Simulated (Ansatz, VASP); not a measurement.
**One calculation of WS2, two programs**

INCAR

```
ALGO = Normal
EDIFF = 1E-7
ENCUT = 520
GGA = PS
ISIF = 2
ISMEAR = 0
ISPIN = 2
LASPH = True
LCHARG = False
LMAXMIX = 4
LORBIT = 11
LREAL = False
LWAVE = False
MAGMOM = 0 0 0
NBANDS = 24
NELM = 150
PREC = Accurate
SIGMA = 0.05
```

File KPOINTS:

```
k-points
0
Gamma
  7 7 7
```

Contents of POSCAR:

```
WS2
1.0
    1.5790001700      0.9116361700      6.1633291500
   -1.5790001700      0.9116361700      6.1633291500
    0.0000000000     -1.8232723400      6.1633291500
W S
1 2
Direct
    0.0000000000      0.0000000000      0.0000000000
    0.7503000000      0.7503000000      0.7503000000
    0.5810000000      0.5810000000      0.5810000000
```

Input for Ansatz:

```yaml
crystal:
  lattice:
    - [1.57900017, 0.91163617, 6.16332915]
    - [-1.57900017, 0.91163617, 6.16332915]
    - [0.0, -1.82327234, 6.16332915]
  atoms:
    - { symbol: W, position: [0.0, 0.0, 0.0], spin: 2.0 }
    - { symbol: S, position: [0.7503, 0.7503, 0.7503] }
    - { symbol: S, position: [0.581, 0.581, 0.581] }
basis:
  ecutwfc: 420
  ecutrho_ratio: 4
kpoints:
  mp_grid: { grid: [7, 7, 7] }
hamiltonian:
  xc: pbesol
  hubbard:
    sites:
      - { site: 0, l: d, u_eff: 0.0, starting_ns: [{ spin: up, occupation_matrix: s0up }, { spin: down, occupation_matrix: s0down }] }
    occupation_matrices:
      s0up:
        matrix:
          - [0.97, 0.0, 0.0, 0.0, 0.0]
          - [0.0, 0.02031, 0.0, 0.0, -0.01709]
          - [0.0, 0.0, 0.02, 0.0, 0.0]
          - [0.0, 0.0, 0.0, 0.02, 0.0]
          - [0.0, -0.01709, 0.0, 0.0, 0.96969]
      s0down:
        matrix:
          - [0.02, 0.0, 0.0, 0.0, 0.0]
          - [0.0, 0.02, 0.0, 0.0, 0.0]
          - [0.0, 0.0, 0.02, 0.0, 0.0]
          - [0.0, 0.0, 0.0, 0.02, 0.0]
          - [0.0, 0.0, 0.0, 0.0, 0.02]
    ns_hold: { iters: 10 }
scf:
  occupations: { method: gaussian, width: 0.05 }
  lower_state_search: "off"
  max_iter: 150
output:
  forces: true
  stress: true
  eigenvalues: true
  populations: true
  hubbard: { sites: [{ site: 0, l: d }] }
  write_density: true
  write_potential: true
  elf: true
  volumetric_format: npy
magnetization:
  spin_polarized: true
```

Alike in both runs: task single point; functional PBEsol; k mesh 7 × 7 × 7; occupations gaussian, width 0.05 eV; collinear spin.

|  | VASP | Ansatz |
| --- | --- | --- |
| version | VASP 6.6.1 | Ansatz 0.2.0 |
| potentials or method | VASP PAW PBE potentials, release 64 (W_sv, S) | scalar-relativistic, plane waves, PAW |
| plane-wave cutoff (eV) | 520 | 420 |
| valence electrons in the cell | 26 | 26 |

Ansatz gave:

- gap on the k mesh at the Fermi level (eV): 1.09
- least direct gap on the mesh (eV): 2.30
- pressure (GPa): -0.6
- largest component of the traceless stress (GPa): 0.68
- rms of the force components (eV/Å): 0.247
- net moment per atom (μB): 0.00

Which values does VASP return?

gap on the k mesh at the Fermi level (eV): 1.11; least direct gap on the mesh (eV): 2.32; pressure (GPa): -0.5; largest component of the traceless stress (GPa): 0.70; rms of the force components (eV/Å): 0.247; net moment per atom (μB): 0.00.

Atom by atom the forces differ by 0.010 eV/Å (rms over components). With one functional, cell and mesh, what is left measures potentials, basis and numerics. Ansatz warned: «seeded_moment_not_kept».

Caveats: the PAW data sets were made with another functional, which shifts forces and pressure a little (VASP); spin-orbit coupling is left out, which moves the levels of the heavy elements; an odd mesh through Γ misses points on the zone boundary, where band edges often lie. A hybrid or GW would open this gap; PBEsol tends to underestimate it.
